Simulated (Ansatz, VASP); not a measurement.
## One calculation of Al, two programs

```
CELL_PARAMETERS angstrom
0.00000 2.00779 2.00779
2.00779 0.00000 2.00779
2.00779 2.00779 0.00000
ATOMIC_POSITIONS crystal
Al 0.00000 0.00000 0.00000
```

Alike in both runs: functional PBEsol; k mesh 18 × 18 × 18; occupations fermi-dirac, width 0.08 eV; no spin polarisation.

Ansatz relaxed the structure, and its values are those at the end. VASP's run is a single point on that final structure, the one shown.

|  | VASP | Ansatz |
| --- | --- | --- |
| version | VASP 6.6.1 | Ansatz 0.2.0 |
| potentials or method | VASP PAW PBE potentials, release 64 (Al) | PAW with Ansatz's default frozen-core files, scalar-relativistic |
| plane-wave cutoff (eV) | 520 | 420 |
| valence electrons in the cell | 3 | 3 |

```csv
,VASP,Ansatz,Ansatz less VASP
pressure (GPa),0.0,0.0,-0.06
```

With one functional, cell and mesh, what is left measures potentials, basis and numerics.

Caveats: the PAW data sets were made with another functional, which shifts forces and pressure a little (VASP).
